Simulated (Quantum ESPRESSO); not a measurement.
A run of Quantum ESPRESSO 7.5:

Contents of pw.in:

```
&CONTROL
  calculation = 'scf'
  prefix = 'pwscf'
  outdir = './tmp'
  pseudo_dir = './pseudo'
  tprnfor = .true.
  tstress = .true.
  disk_io = 'low'
/
&SYSTEM
  ibrav = 0
  celldm(1) = 8
  nat = 2
  ntyp = 1
  ecutwfc = 45
  ecutrho = 360
  nbnd = 19
  occupations = 'smearing'
  smearing = 'mv'
  degauss = 0.01469973
/
&ELECTRONS
  conv_thr = 4d-10
  electron_maxstep = 120
  mixing_beta = 0.5
/
ATOMIC_SPECIES
Ti    47.8670 ti_lda_v1.4.uspp.F.UPF
CELL_PARAMETERS alat
  0.6968365084558   0.0000000000000   0.0000000000000
 -0.3484182542279   0.6034781186156   0.0000000000000
  0.0000000000000   0.0000000000000   1.1054897829061
ATOMIC_POSITIONS crystal
Ti     0.6666666667    0.3333333333    0.7500000000
Ti     0.3333333333    0.6666666667    0.2500000000
K_POINTS automatic
8 8 5 0 0 0
```

The input relax.in:

```
&CONTROL
  calculation = 'vc-relax'
  prefix = 'pwscf'
  outdir = './tmp'
  pseudo_dir = './pseudo'
  tprnfor = .true.
  tstress = .true.
  disk_io = 'low'
  nstep = 40
  forc_conv_thr = 0.0001
  etot_conv_thr = 1d-06
/
&SYSTEM
  ibrav = 0
  celldm(1) = 8
  nat = 2
  ntyp = 1
  ecutwfc = 45
  ecutrho = 360
  nbnd = 19
  occupations = 'smearing'
  smearing = 'mv'
  degauss = 0.01469973
/
&ELECTRONS
  conv_thr = 4d-10
  electron_maxstep = 120
  mixing_beta = 0.5
/
&IONS
  ion_dynamics = 'bfgs'
/
&CELL
  cell_dynamics = 'bfgs'
  press = 0
  press_conv_thr = 0.2
/
ATOMIC_SPECIES
Ti    47.8670 ti_lda_v1.4.uspp.F.UPF
CELL_PARAMETERS alat
  0.6968365084558   0.0000000000000   0.0000000000000
 -0.3484182542279   0.6034781186156   0.0000000000000
  0.0000000000000   0.0000000000000   1.1054897829061
ATOMIC_POSITIONS crystal
Ti     0.6666666667    0.3333333333    0.7500000000
Ti     0.3333333333    0.6666666667    0.2500000000
K_POINTS automatic
8 8 5 0 0 0
```

scf2.in

```
&CONTROL
  calculation = 'scf'
  prefix = 'pwscf'
  outdir = './tmp'
  pseudo_dir = './pseudo'
  tprnfor = .true.
  tstress = .true.
  disk_io = 'low'
/
&SYSTEM
  ibrav = 0
  celldm(1) = 8
  nat = 2
  ntyp = 1
  ecutwfc = 45
  ecutrho = 360
  nbnd = 19
  occupations = 'smearing'
  smearing = 'mv'
  degauss = 0.01469973
/
&ELECTRONS
  conv_thr = 1d-13
  electron_maxstep = 120
  mixing_beta = 0.5
  startingpot = 'file'
  startingwfc = 'file'
/
ATOMIC_SPECIES
Ti    47.8670 ti_lda_v1.4.uspp.F.UPF
CELL_PARAMETERS alat
  0.6764145229039   0.0000000000068   0.0000000000000
 -0.3382072614579   0.5857921603201   0.0000000000000
  0.0000000000000   0.0000000000000   1.0718079386292
ATOMIC_POSITIONS crystal
Ti     0.6666666666    0.3333333332    0.7500000000
Ti     0.3333333332    0.6666666666    0.2500000000
K_POINTS automatic
8 8 5 0 0 0
```

The input ph.in:

```
phonons of Ti
&INPUTPH
  prefix = 'pwscf'
  outdir = './tmp'
  tr2_ph = 1d-18
  fildyn = 'dyn'
  niter_ph = 90
  alpha_mix(1) = 0.4
/
0.4927944655 0.8535450520 0.0000000000
```

Potentials or basis: GBRV 1.5 LDA.

Run with:

```bash
$ OMP_NUM_THREADS=1 mpirun -n 4 pw.x -nk 4 -in pw.in > pw.out
$ OMP_NUM_THREADS=1 mpirun -n 4 pw.x -nk 4 -in relax.in > relax.out
$ OMP_NUM_THREADS=1 mpirun -n 4 pw.x -nk 4 -in scf2.in > scf2.out
$ OMP_NUM_THREADS=1 mpirun -n 4 ph.x -nk 4 -in ph.in > ph.out
```

Hardware: 4 MPI ranks on Intel(R) Xeon(R) Processor @ 2.50GHz (Skylake/Cascade Lake), on a shared host.

**Question.** How long does it take, and how much memory?

**Answer.** Wall time 4.5 min on 4 MPI ranks on Intel(R) Xeon(R) Processor @ 2.50GHz (Skylake/Cascade Lake), with other jobs on the host, peak memory 0.36 GiB a rank. Counts: scf iterations 77, k pools 4, bands 19, ion steps 7, k points 30, g dense 27449.
